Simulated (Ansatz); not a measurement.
**SnTe: LAPW beside PAW**

Does the method matter for SnTe? The same cell, functional and mesh are run with full-potential LAPW, PAW with frozen cores and datasets made for this crystal. The cell is first relaxed from a guess with PAW; it needn't be the stable phase of this composition.

Program: Ansatz 0.2.0. Level of theory: DFT PBE, scalar-relativistic. These are calculated values, not measurements.

**1. The system as given**

The structure is hexagonal, space group P6_3mc (No. 186). Conventional cell: a = 4.556 Å, b = 4.556 Å, c = 7.426 Å, α = 90.00°, β = 90.00°, γ = 120.00°. Around Sn (site symmetry 3m) lie 4 Te at 2.79 Å. Te (site symmetry 3m) has 4 Sn at 2.79 Å as nearest neighbours.

Coordinates:

```xyz
4
Lattice="4.5559 0.0000 0.0000 -2.2779 3.9455 0.0000 0.0000 0.0000 7.4260" Properties=species:S:1:pos:R:3 pbc="T T T"
Sn    0.0000    2.6303    0.0000
Sn    2.2779    1.3152    3.7130
Te    0.0000    2.6303    2.7922
Te    2.2779    1.3152    6.5052
```

Atoms are numbered in the order of the input: Sn1, Sn2, Te3, Te4.

**2. Cell and atoms relaxed first**

input.yaml

```yaml
crystal:
  lattice:
    - [4.5558582445, 0.0, 0.0]
    - [-2.2779291223, 3.9454889758, 0.0]
    - [0.0, 0.0, 7.4260489385]
  atoms:
    - { symbol: Sn, position: [0.3333333333, 0.6666666667, 0.0] }
    - { symbol: Sn, position: [0.6666666667, 0.3333333333, 0.5] }
    - { symbol: Te, position: [0.3333333333, 0.6666666667, 0.376] }
    - { symbol: Te, position: [0.6666666667, 0.3333333333, 0.876] }
kpoints:
  mp_grid: { grid: [9, 9, 5] }
scf:
  occupations: { method: fermi_dirac, width: 0.05 }
hamiltonian:
  xc: pbe
  pseudopotentials: { kind: paw }
output:
  forces: true
  stress: true
  write_density: true
  write_potential: true
  elf: true
  volumetric_format: npy
relax:
  f_tol: 0.005
  max_steps: 80
  cell: {}
```

Started as:

```bash
> ansatz run input.yaml --threads 1 --pin off --max-ram 3072MiB --backend cpu --events-out ev --progress --plain --runs-dir out
```

The program printed:

```text
Engine: ansatz 0.2.0
Pseudopotentials: kind: paw
Pseudopotential: Sn, paw, valence charge 14, recommended cutoff 420 eV (normal)
Pseudopotential: Te, paw, valence charge 16, recommended cutoff 420 eV (normal)
Functional definition: PBE
  parameter kappa = 0.804
  parameter beta = 0.06672455060314922
  exchange = pbe_x(kappa = kappa, mu = beta*pi^2/3)
  correlation = pbe_c(beta = beta)
Crystal: 4 atoms, lattice volume = 133.484 Å³
Basis set: ecut = 420 eV, 2611 PW (Γ), exchange–correlation on 64×64×100 points (8 copies of the dense FFT grid, shifted against one another)
Bands: 36, of which v1, the nominal top of the filled ones, is band 30 counted from 1 (29 counted from 0)
Symmetry: 12 space group operations
Space group: P63mc (ITA 186), of the structure as read, at distance tolerance 5.1e-5 Å
k-points: 36 of 405 (time reversal used)
Non-local potential: Sn, projectors of the file, l = 0: 2, l = 1: 2, l = 2: 2, l = 3: 2
Non-local potential: Te, projectors of the file, l = 0: 2, l = 1: 2, l = 2: 2, l = 3: 2
PAW form: soft (Blöchl's): semilocal exchange-correlation on the pseudo side does not see the compensation charge
PAW one-centre angular grid: Sn, 590 points (default); XC on 64 Gauss nodes
PAW one-centre angular grid: Te, 590 points (default); XC on 64 Gauss nodes
Initial density: superposition of atomic densities (neutral atoms: chi_scale 0, normalization atom), corrected by the library's trained network
Initial wavefunctions: pseudopotential atomic-orbital guess
Functional: x = pbe(κ = 0.804, μ = 0.2195149727645171), c = pbe(β = 0.06672455060314922)
SCF iter   1: F=—  HF=-26006.742049 eV  |F-HF|=—  |Δ(HF+E_count)|=         —  Δρ=1.88e-3  dr2=7.45e-3  ethr=1.77e-3  ⟨swp⟩=7.4  Hψ=5731  notcnv=0
preconditioner: auto → LDOS  [metal: Δε(μ)=0.106 eV  Ē_g=8.381 eV  σ=0.050 eV  W_gap=0.46  n_scr=34 (ndim 8)  ℏωp=14.4 eV  f_vac=0.072  D(μ)=0.94/eV (n_scr^D=2)  β→1.0]
SCF iter   2: F=—  HF=-26006.739802 eV  |F-HF|=—  |Δ(HF+E_count)|=   2.25e-3  Δρ=1.34e-3  dr2=2.17e-3  ethr=1.24e-5  ⟨swp⟩=2.2  Hψ=2886  notcnv=0  defer=5
SCF iter   3: F=—  HF=-26006.738504 eV  |F-HF|=—  |Δ(HF+E_count)|=   1.30e-3  Δρ=2.12e-4  dr2=8.40e-5  ethr=3.62e-6  ⟨swp⟩=2.0  Hψ=2372  notcnv=0  defer=5
SCF iter   4: F=—  HF=-26006.738485 eV  |F-HF|=—  |Δ(HF+E_count)|=   1.95e-5  Δρ=6.07e-5  dr2=7.27e-6  ethr=1.40e-7  ⟨swp⟩=2.0  Hψ=2024  notcnv=0  defer=5
SCF iter   5: F=—  HF=-26006.738483 eV  |F-HF|=—  |Δ(HF+E_count)|=   1.74e-6  Δρ=2.25e-5  dr2=8.02e-7  ethr=1.21e-8  ⟨swp⟩=2.0  Hψ=2376  notcnv=0  defer=5
SCF iter   6: F=-26006.738483 eV  HF=-26006.738483 eV  |F-HF|=3.25e-9  |Δ(HF+E_count)|=   6.15e-9  Δρ=2.72e-6  dr2=1.13e-8  ethr=1.67e-10  ⟨swp⟩=10.3  Hψ=9579  notcnv=0
SCF 1 converged in 6 iterations: F = -26006.738483 eV  dr2 = 1.13e-8
relax step   1: F+E_penalty+E_count = -26006.73848282 eV  Δ(F+E_penalty+E_count) = +0.000e0 eV  max|allowed force component| = 1.303e-1 eV/Å  Δτ_max = 0.0000 Å  P = +15.861 GPa  Ω = 133.484 Å³  (6 SCF iters, dr2 threshold 1.00e-7 eV, accepted)
Crystal: 4 atoms, lattice volume = 153.429 Å³
Basis set: ecut = 420 eV, 2971 PW (Γ), exchange–correlation on 64×64×100 points (8 copies of the dense FFT grid, shifted against one another)
Initial density: handed on by an earlier stage of this run
Initial wavefunctions: those handed on with the density
iter 1 solved again at ethr=6.07e-5 eV; its pass at ethr=3.10e-3 eV (dr2=3.64e-2 eV) is discarded
SCF iter   1: F=—  HF=-26008.116789 eV  |F-HF|=—  |Δ(HF+E_count)|=         —  Δρ=3.29e-3  dr2=3.44e-2  ethr=6.07e-5  ⟨swp⟩=1.2  Hψ=7944  notcnv=0
preconditioner: auto → Resta (q_TF=auto, 2.333 Å⁻¹)  ε∞=3.9  [insulator: Δε(μ)=0.352 eV  Ē_g=7.842 eV  σ=0.050 eV  W_gap=0.91  n_scr=34 (ndim 8)  ℏωp=13.4 eV  f_vac=0.138  D(μ)=0.07/eV (n_scr^D=0)  ε∞_Penn≈3.9]
SCF iter   2: F=—  HF=-26008.109577 eV  |F-HF|=—  |Δ(HF+E_count)|=   7.21e-3  Δρ=1.53e-3  dr2=6.50e-3  ethr=5.74e-5  ⟨swp⟩=2.0  Hψ=1658  notcnv=0
SCF iter   3: F=—  HF=-26008.108480 eV  |F-HF|=—  |Δ(HF+E_count)|=   1.10e-3  Δρ=4.07e-4  dr2=4.19e-4  ethr=1.08e-5  ⟨swp⟩=2.0  Hψ=1568  notcnv=0
SCF iter   4: F=—  HF=-26008.108523 eV  |F-HF|=—  |Δ(HF+E_count)|=   4.34e-5  Δρ=1.06e-4  dr2=3.89e-5  ethr=6.98e-7  ⟨swp⟩=2.0  Hψ=1645  notcnv=0
SCF iter   5: F=—  HF=-26008.108537 eV  |F-HF|=—  |Δ(HF+E_count)|=   1.37e-5  Δρ=3.33e-5  dr2=2.25e-6  ethr=6.48e-8  ⟨swp⟩=2.1  Hψ=1989  notcnv=0
SCF iter   6: F=-26008.108543 eV  HF=-26008.108543 eV  |F-HF|=1.95e-7  |Δ(HF+E_count)|=   5.53e-6  Δρ=8.19e-6  dr2=1.11e-7  ethr=6.67e-10  ⟨swp⟩=10.8  Hψ=9482  notcnv=0
SCF 2 converged in 6 iterations: F = -26008.108543 eV  dr2 = 1.11e-7
relax step   2: F+E_penalty+E_count = -26008.10854284 eV  Δ(F+E_penalty+E_count) = -1.370e0 eV  max|allowed force component| = 3.409e-2 eV/Å  Δτ_max = 0.0079 Å  P = +7.000 GPa  Ω = 153.429 Å³  energy of the carried Pulay correction = -4.054e-3 eV  (6 SCF iters, dr2 threshold 4.00e-7 eV, accepted)
Crystal: 4 atoms, lattice volume = 172.804 Å³
Basis set: ecut = 420 eV, 3417 PW (Γ), exchange–correlation on 64×64×100 points (8 copies of the dense FFT grid, shifted against one another)
iter 1 solved again at ethr=5.11e-5 eV; its pass at ethr=3.10e-3 eV (dr2=3.07e-2 eV) is discarded
SCF iter   1: F=—  HF=-26008.639282 eV  |F-HF|=—  |Δ(HF+E_count)|=         —  Δρ=2.60e-3  dr2=2.94e-2  ethr=5.11e-5  ⟨swp⟩=1.1  Hψ=7693  notcnv=0
preconditioner: auto → Resta (q_TF=auto, 2.287 Å⁻¹)  ε∞=3.9  [insulator: Δε(μ)=0.690 eV  Ē_g=7.401 eV  σ=0.050 eV  W_gap=1.00  n_scr=34 (ndim 8)  ℏωp=12.6 eV  f_vac=0.182  D(μ)=0.00/eV (n_scr^D=0)  ε∞_Penn≈3.9]
SCF iter   2: F=—  HF=-26008.632794 eV  |F-HF|=—  |Δ(HF+E_count)|=   6.49e-3  Δρ=1.16e-3  dr2=5.34e-3  ethr=4.90e-5  ⟨swp⟩=2.0  Hψ=1486  notcnv=0
SCF iter   3: F=—  HF=-26008.631834 eV  |F-HF|=—  |Δ(HF+E_count)|=   9.60e-4  Δρ=3.78e-4  dr2=5.98e-4  ethr=8.91e-6  ⟨swp⟩=2.0  Hψ=1559  notcnv=0
SCF iter   4: F=—  HF=-26008.631898 eV  |F-HF|=—  |Δ(HF+E_count)|=   6.42e-5  Δρ=1.25e-4  dr2=6.25e-5  ethr=9.96e-7  ⟨swp⟩=2.0  Hψ=1612  notcnv=0
SCF iter   5: F=—  HF=-26008.631924 eV  |F-HF|=—  |Δ(HF+E_count)|=   2.61e-5  Δρ=4.12e-5  dr2=4.52e-6  ethr=1.04e-7  ⟨swp⟩=3.0  Hψ=2406  notcnv=0
SCF iter   6: F=-26008.631942 eV  HF=-26008.631941 eV  |F-HF|=7.82e-7  |Δ(HF+E_count)|=   1.72e-5  Δρ=9.21e-6  dr2=2.61e-7  ethr=6.67e-10  ⟨swp⟩=8.4  Hψ=9611  notcnv=0
SCF 3 converged in 6 iterations: F = -26008.631942 eV  dr2 = 2.61e-7
relax step   3: F+E_penalty+E_count = -26008.63194191 eV  Δ(F+E_penalty+E_count) = -5.234e-1 eV  max|allowed force component| = 3.675e-3 eV/Å  Δτ_max = 0.0150 Å  P = +1.954 GPa  Ω = 172.804 Å³  energy of the carried Pulay correction = -7.492e-3 eV  (6 SCF iters, dr2 threshold 4.00e-7 eV, accepted)
[... from here on, the SCF cycles and remarks between the steps are left out ...]
relax step   4: F+E_penalty+E_count = -26008.71203149 eV  Δ(F+E_penalty+E_count) = -8.009e-2 eV  max|allowed force component| = 3.096e-2 eV/Å  Δτ_max = 0.0267 Å  P = +0.163 GPa  Ω = 182.049 Å³  energy of the carried Pulay correction = -8.985e-3 eV  (6 SCF iters, dr2 threshold 4.00e-7 eV, accepted)
relax step   5: F+E_penalty+E_count = -26008.76500728 eV  Δ(F+E_penalty+E_count) = -5.298e-2 eV  max|allowed force component| = 7.947e-3 eV/Å  Δτ_max = 0.0532 Å  P = -0.436 GPa  Ω = 182.571 Å³  energy of the carried Pulay correction = -9.067e-3 eV  (6 SCF iters, dr2 threshold 4.00e-7 eV, accepted)
relax step   6: F+E_penalty+E_count = -26008.80153783 eV  Δ(F+E_penalty+E_count) = -3.653e-2 eV  max|allowed force component| = 2.105e-2 eV/Å  Δτ_max = 0.0431 Å  P = -0.897 GPa  Ω = 182.066 Å³  energy of the carried Pulay correction = -8.988e-3 eV  (5 SCF iters, dr2 threshold 4.00e-7 eV, accepted)
relax step   7: F+E_penalty+E_count = -26008.88093613 eV  Δ(F+E_penalty+E_count) = -7.940e-2 eV  max|allowed force component| = 6.890e-2 eV/Å  Δτ_max = 0.0573 Å  P = -0.691 GPa  Ω = 175.808 Å³  energy of the carried Pulay correction = -7.987e-3 eV  (6 SCF iters, dr2 threshold 4.00e-7 eV, accepted)
relax step   8: F+E_penalty+E_count = -26008.94217789 eV  Δ(F+E_penalty+E_count) = -6.124e-2 eV  max|allowed force component| = 1.822e-1 eV/Å  Δτ_max = 0.0656 Å  P = -0.114 GPa  Ω = 167.983 Å³  energy of the carried Pulay correction = -6.677e-3 eV  (6 SCF iters, dr2 threshold 4.00e-7 eV, accepted)
relax step   9: F+E_penalty+E_count = -26008.76568234 eV  Δ(F+E_penalty+E_count) = +1.765e-1 eV  max|allowed force component| = 1.090e-1 eV/Å  Δτ_max = 0.0461 Å  P = +3.890 GPa  Ω = 151.557 Å³  energy of the carried Pulay correction = -3.698e-3 eV  (6 SCF iters, dr2 threshold 4.00e-7 eV, rejected (line search))
relax step  10: F+E_penalty+E_count = -26008.96613741 eV  Δ(F+E_penalty+E_count) = -2.396e-2 eV  max|allowed force component| = 1.145e-2 eV/Å  Δτ_max = 0.0930 Å  P = -0.105 GPa  Ω = 164.135 Å³  energy of the carried Pulay correction = -6.008e-3 eV  (10 SCF iters, accepted)
relax step  11: F+E_penalty+E_count = -26008.94277908 eV  Δ(F+E_penalty+E_count) = +2.336e-2 eV  max|allowed force component| = 9.248e-2 eV/Å  Δτ_max = 0.0067 Å  P = -0.168 GPa  Ω = 165.847 Å³  energy of the carried Pulay correction = -6.308e-3 eV  (6 SCF iters, dr2 threshold 1.81e-7 eV, rejected (line search))
relax step  12: F+E_penalty+E_count = -26008.96674311 eV  Δ(F+E_penalty+E_count) = -6.057e-4 eV  max|allowed force component| = 8.726e-3 eV/Å  Δτ_max = 0.0068 Å  P = +0.172 GPa  Ω = 163.342 Å³  energy of the carried Pulay correction = -5.868e-3 eV  (9 SCF iters, accepted)
relax step  13: F+E_penalty+E_count = -26008.96721645 eV  Δ(F+E_penalty+E_count) = -4.733e-4 eV  max|allowed force component| = 1.941e-4 eV/Å  Δτ_max = 0.0056 Å  P = +0.001 GPa  Ω = 163.857 Å³  energy of the carried Pulay correction = -5.959e-3 eV  (4 SCF iters, dr2 threshold 1.41e-7 eV, accepted)
relax step  14: F+E_penalty+E_count = -26009.01720956 eV  Δ(F+E_penalty+E_count) = -4.999e-2 eV  max|allowed force component| = 1.210e-3 eV/Å  Δτ_max = 0.0000 Å  P = +0.583 GPa  Ω = 163.857 Å³  stress off target by 8.61e-1 GPa  SCF on the basis re-selected at this cell (its energy is not comparable with the rows above)  (8 SCF iters)
relax step  15: F+E_penalty+E_count = -26009.02505046 eV  Δ(F+E_penalty+E_count) = -7.841e-3 eV  max|allowed force component| = 4.081e-4 eV/Å  Δτ_max = 0.0014 Å  P = +0.150 GPa  Ω = 166.203 Å³  energy of the carried Pulay correction = -3.074e-4 eV  (5 SCF iters, dr2 threshold 4.00e-7 eV, accepted)
relax step  16: F+E_penalty+E_count = -26009.02556543 eV  Δ(F+E_penalty+E_count) = -5.150e-4 eV  max|allowed force component| = 3.515e-3 eV/Å  Δτ_max = 0.0012 Å  P = -0.008 GPa  Ω = 167.061 Å³  energy of the carried Pulay correction = -4.196e-4 eV  (5 SCF iters, dr2 threshold 1.25e-7 eV, accepted)
Basis set: ecut = 420 eV, 3267 PW (Γ), exchange–correlation on 80×80×90 points (8 copies of the dense FFT grid, shifted against one another)
iter 1 solved again at ethr=2.97e-7 eV; its pass at ethr=3.10e-3 eV (dr2=1.78e-4 eV) is discarded
SCF iter   1: F=—  HF=-26009.023813 eV  |F-HF|=—  |Δ(HF+E_count)|=         —  Δρ=1.38e-4  dr2=7.97e-7  ethr=2.97e-7  ⟨swp⟩=3.1  Hψ=9145  notcnv=0
preconditioner: auto → Resta (q_TF=auto, 2.300 Å⁻¹)  ε∞=4.0  [insulator: Δε(μ)=0.806 eV  Ē_g=7.384 eV  σ=0.050 eV  W_gap=1.00  n_scr=22 (ndim 8)  ℏωp=12.8 eV  f_vac=0.174  D(μ)=0.00/eV (n_scr^D=0)  ε∞_Penn≈4.0]
SCF iter   2: F=—  HF=-26009.025401 eV  |F-HF|=—  |Δ(HF+E_count)|=   1.59e-3  Δρ=6.95e-5  dr2=1.92e-7  ethr=1.33e-9  ⟨swp⟩=3.2  Hψ=2699  notcnv=0
SCF iter   3: F=—  HF=-26009.025976 eV  |F-HF|=—  |Δ(HF+E_count)|=   5.75e-4  Δρ=6.37e-6  dr2=1.16e-8  ethr=3.21e-10  ⟨swp⟩=2.1  Hψ=1666  notcnv=0
SCF iter   4: F=—  HF=-26009.025981 eV  |F-HF|=—  |Δ(HF+E_count)|=   4.71e-6  Δρ=7.17e-7  dr2=3.27e-9  ethr=1.93e-11  ⟨swp⟩=2.2  Hψ=1660  notcnv=0
SCF iter   5: F=—  HF=-26009.025981 eV  |F-HF|=—  |Δ(HF+E_count)|=   9.63e-9  Δρ=3.10e-7  dr2=4.05e-10  ethr=5.44e-12  ⟨swp⟩=2.1  Hψ=1662  notcnv=0
SCF iter   6: F=-26009.025981 eV  HF=-26009.025981 eV  |F-HF|=2.26e-10  |Δ(HF+E_count)|=   2.78e-9  Δρ=7.75e-8  dr2=1.13e-11  ethr=1.00e-12  ⟨swp⟩=6.5  Hψ=7429  notcnv=0
SCF 17 converged in 6 iterations: F = -26009.025981 eV  dr2 = 1.13e-11
relax step  17: F+E_penalty+E_count = -26009.02598062 eV  Δ(F+E_penalty+E_count) = -4.152e-4 eV  max|allowed force component| = 3.529e-3 eV/Å  Δτ_max = 0.0000 Å  P = -0.009 GPa  Ω = 167.061 Å³  stress off target by 2.86e-2 GPa  SCF on the basis re-selected at this cell (its energy is not comparable with the rows above)  (6 SCF iters)
basis re-selected at this cell: Δ(F+E_penalty+E_count) = -4.152e-4 eV, ΔP = -0.001 GPa vs the last step (what re-selecting the basis moved, of the pressure what is left beyond the Pulay correction that the steps carried, after the strain that the cell walked since its last selection, with what the two solves' SCF thresholds leave and, on support functions, any second-order correction that the steps lacked; it is no measure of the basis error at this ecutwfc). The dense FFT grid was sized anew with the basis: this SCF ran on 40×40×45 points, the steps before it on 36×36×45, so part of this shift can come from that change (see relax.cell in the input reference). This SCF's stress stands 2.86e-2 GPa from its target on what of the cell is left free (relax.cell.stress_tol is 5.00e-2 GPa) and its largest allowed force component is 3.53e-3 eV/Å (relax.f_tol is 5.00e-3 eV/Å): within both
SCF converged after 6 iterations
Free energy (F): -26009.025981 eV
Harris-Foulkes:  -26009.025981 eV  (|F-HF|=2.26e-10)
Internal energy: -26009.025951 eV  (E = F + TS)
E sigma→0 (E₀):  -26009.025966 eV
Entropy (-TS):   -0.000029 eV (-0.007 meV/atom)
Fermi energy:    6.331566 eV
--- Per-component energies (eV) ---
  E_band       = -902.552574
  E_kinetic    = 729.079356
  E_local      = -5739.594087  (includes V_loc(G=0)·N_el)
  E_nonlocal   = -686.406519
  E_hartree    = 3326.195767
  E_xc         = -1013.626491
  E_vxc        = -399.141373  (∫ρ·V_xc dr)
  E_paw        = -17590.063052  (= ΣΔE_a)
  E_vpaw       = -1458.881394  (= ΣTr[D̂ρ^β])
  E_aug_tail   = -0.000368  (compensation charges beyond the density's cutoff)
  E_ewald      = -5034.610557
  E_smearing   = -0.000029  (= −TS)
  E_closure    = 0.000000  (closes the sum)
  Σ components = -26009.025981   (vs F -26009.025981, Δ=0.00e0)
--- Forces (eV/Å), atoms counted from 1 ---
  atom   1  Sn     0.00000000    -0.00000000     0.00352862
  atom   2  Sn     0.00000000     0.00000000     0.00352862
  atom   3  Te     0.00000000     0.00000000    -0.00352862
  atom   4  Te     0.00000000     0.00000000    -0.00352862
  max |Σ_I F_I| component: 9.70e-9 eV/Å
--- Stress (GPa, compression-positive) ---
        0.001079      -0.000000      -0.000000
        0.000000       0.001079      -0.000000
       -0.000000      -0.000000      -0.028569
  P = ⅓ Tr σ = -0.0088 GPa (-0.088 kbar)
--- Band table (eV; the first three rows and the last of 36) ---
  k-point 0: bands = ["-30.5929", "-30.5927", "-30.5908", "-30.5908", "-30.5908", "-30.5908", "-30.5898", "-30.5898", "-30.5891", "-30.5891", "-15.6546", "-15.6546", "-15.6544", "-15.6544", "-15.6472", "-15.6390", "-15.6390", "-15.6368", "-15.6325", "-15.6325", "-5.7615", "-4.5635", "-0.3558", "1.1487", "1.7413", "2.8658", "2.8658", "4.1910", "4.1910", "4.2024", "6.7864", "6.7864", "8.3990", "8.3990", "9.5528", "10.2008"]
  k-point 1: bands = ["-30.5928", "-30.5927", "-30.5908", "-30.5908", "-30.5908", "-30.5908", "-30.5897", "-30.5897", "-30.5892", "-30.5892", "-15.6547", "-15.6547", "-15.6546", "-15.6546", "-15.6462", "-15.6382", "-15.6382", "-15.6377", "-15.6331", "-15.6331", "-5.6691", "-4.7052", "-0.4166", "0.7591", "2.3505", "2.9700", "2.9700", "4.0378", "4.0378", "4.8145", "6.8500", "6.8500", "8.1257", "8.1257", "8.3252", "10.3469"]
  k-point 2: bands = ["-30.5928", "-30.5927", "-30.5908", "-30.5908", "-30.5908", "-30.5908", "-30.5895", "-30.5895", "-30.5893", "-30.5893", "-15.6549", "-15.6549", "-15.6549", "-15.6549", "-15.6435", "-15.6402", "-15.6364", "-15.6364", "-15.6345", "-15.6345", "-5.4093", "-5.0445", "-0.3062", "0.1256", "3.2613", "3.2613", "3.6660", "3.6660", "3.7554", "5.2411", "7.1096", "7.1096", "7.3780", "7.5826", "7.5826", "8.8927"]
  k-point 35: bands = ["-30.5927", "-30.5927", "-30.5908", "-30.5908", "-30.5908", "-30.5908", "-30.5896", "-30.5895", "-30.5895", "-30.5893", "-15.6555", "-15.6555", "-15.6533", "-15.6527", "-15.6410", "-15.6410", "-15.6372", "-15.6353", "-15.6353", "-15.6345", "-4.8694", "-4.8694", "-1.4213", "-1.4213", "2.2653", "2.7420", "4.3375", "4.3375", "5.9387", "5.9387", "7.1365", "7.1365", "7.5892", "7.5892", "9.7257", "9.9605"]
--- Relaxed structure (15 steps of the walk, 13 accepted, 2 SCFs on fresh bases) ---
  F+E_penalty+E_count = -26009.02598062 eV   max|allowed force component| = 3.529e-3 eV/Å   (the final SCF, on the basis selected at the relaxed cell)
  cell:  # Å, volume = 167.0607 Å³
    - [5.435934864609493, 3.4444051857460456e-11, -5.150574361260511e-34]
    - [-2.717967432334576, 4.707657686052122, -1.5266825782618913e-33]
    - [-8.395436208578635e-34, -3.358174483431454e-33, 6.528227718705425]
  atoms:
    - { symbol: Sn, position: [0.33333333333333337, 0.6666666666666666, -0.04638435600022884] }
    - { symbol: Sn, position: [0.6666666666666667, 0.33333333333333337, 0.4536156439997712] }
    - { symbol: Te, position: [0.33333333333333337, 0.6666666666666666, 0.4223843560002288] }
    - { symbol: Te, position: [0.6666666666666667, 0.33333333333333337, 0.9223843560002286] }
```

Run time: 2.2 min. Hardware: 1 thread, shared host.

The steps of the relaxation:

```csv
step,E - E(step 1) (eV/cell),largest force component (eV/Å),pressure (GPa),volume (Å³)
1,0.0000,0.1303,15.86,133.48
2,-1.3701,0.0341,7.00,153.43
3,-1.8935,0.0037,1.95,172.80
4,-1.9735,0.0310,0.16,182.05
5,-2.0265,0.0079,-0.44,182.57
6,-2.0631,0.0210,-0.90,182.07
7,-2.1425,0.0689,-0.69,175.81
8,-2.2037,0.1822,-0.11,167.98
9,-2.0272,0.1090,3.89,151.56
10,-2.2277,0.0114,-0.11,164.14
11,-2.2043,0.0925,-0.17,165.85
12,-2.2283,0.0087,0.17,163.34
13,-2.2287,0.0002,0.00,163.86
14,-2.2787,0.0012,0.58,163.86
15,-2.2866,0.0004,0.15,166.20
16,-2.2871,0.0035,-0.01,167.06
17,-2.2875,0.0035,-0.01,167.06
```

Step 1 is the start. Steps 14, 17 each repeat the geometry before them on a plane-wave basis chosen anew, so the energy can jump there without any move. Steps 9, 11 were tried and not accepted.

|  | before | after | change |
| --- | --- | --- | --- |
| a (Å) | 4.556 | 5.436 | +19.3 % |
| b (Å) | 4.556 | 5.436 | +19.3 % |
| c (Å) | 7.426 | 6.528 | -12.1 % |
| volume (Å³/atom) | 33.37 | 41.77 | +25.2 % |
| shortest distance (Å) | 2.787 | 3.060 | +9.8 % |
| space group (0.01 Å) | P6_3mc | P6_3mc | same |

Forces and stress were held to the start's 12 operations: a distortion of lower symmetry was not tested.

[end of part 1 of 2]
